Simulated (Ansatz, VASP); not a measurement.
# TaN: VASP beside Ansatz

The input INCAR:

```
ALGO     = Normal         # electronic algorithm
EDIFF    = 1E-8           # SCF threshold, eV
ENCUT    = 520            # plane-wave cutoff, eV
GGA      = PE             # functional
ISIF     = 2              # what is computed and relaxed
ISMEAR   = -1             # smearing method
LASPH    = T              # aspherical terms in the spheres
LCHARG   = F              # write CHGCAR
LEFG     = T            
LREAL    = F              # projectors in reciprocal space
LWAVE    = F              # write WAVECAR
NBANDS   = 15             # bands
NELM     = 60             # most SCF steps
PREC     = Accurate       # precision mode
SIGMA    = 0.02           # smearing width, eV
```

Contents of KPOINTS:

```
k-points
0
Gamma
  9 9 9
```

The input POSCAR:

```
TaN
1.0
    0.0000000000      2.1934308841      2.1934308841
    2.1934308841      0.0000000000      2.1934308841
    2.1934308841      2.1934308841      0.0000000000
Ta N
1 1
Direct
    0.5000000000      0.5000000000      0.5000000000
    0.0000000000      0.0000000000      0.0000000000
```

Input for Ansatz:

```yaml
crystal:
  lattice:
    - [0.0, 2.1934308841, 2.1934308841]
    - [2.1934308841, 0.0, 2.1934308841]
    - [2.1934308841, 2.1934308841, 0.0]
  atoms:
    - { symbol: Ta, position: [0.5, 0.5, 0.5] }
    - { symbol: "N", position: [0.0, 0.0, 0.0] }
kpoints:
  mp_grid: { grid: [9, 9, 9] }
scf:
  occupations: { method: fermi_dirac, width: 0.02 }
hamiltonian:
  xc: pbe
  pseudopotentials: { kind: all_electron, datasets: crystal }
output:
  forces: true
  stress: true
  eigenvalues: true
  efg: { contact_densities: true }
```

Change from the starting cell: volume scaled by 1.02, crystal datasets.

Alike in both runs: task electric field gradients; functional PBE; k mesh 9 × 9 × 9; occupations fermi-dirac, width 0.02 eV; no spin polarisation.

|  | VASP | Ansatz |
| --- | --- | --- |
| version | VASP 6.6.1 | Ansatz 0.2.0 |
| potentials or method | VASP PAW PBE potentials, release 64 (Ta_pv, N) | all-electron PAW with datasets made for the crystal, scalar-relativistic |
| plane-wave cutoff (eV) | 520 | see its input |

```csv
,VASP,Ansatz,Ansatz less VASP
pressure (GPa),7.9,7.1,-0.77
Vzz of the field gradient on the site that differs most (V/Å²),0.0,0.0,0.00
```

Ansatz ran all-electron here, so the differences hold the error of VASP's frozen core and of both bases. Ansatz warned: «gradients_without_spin_orbit».

The runs have no spin-orbit coupling, so splittings on Ta are missing.
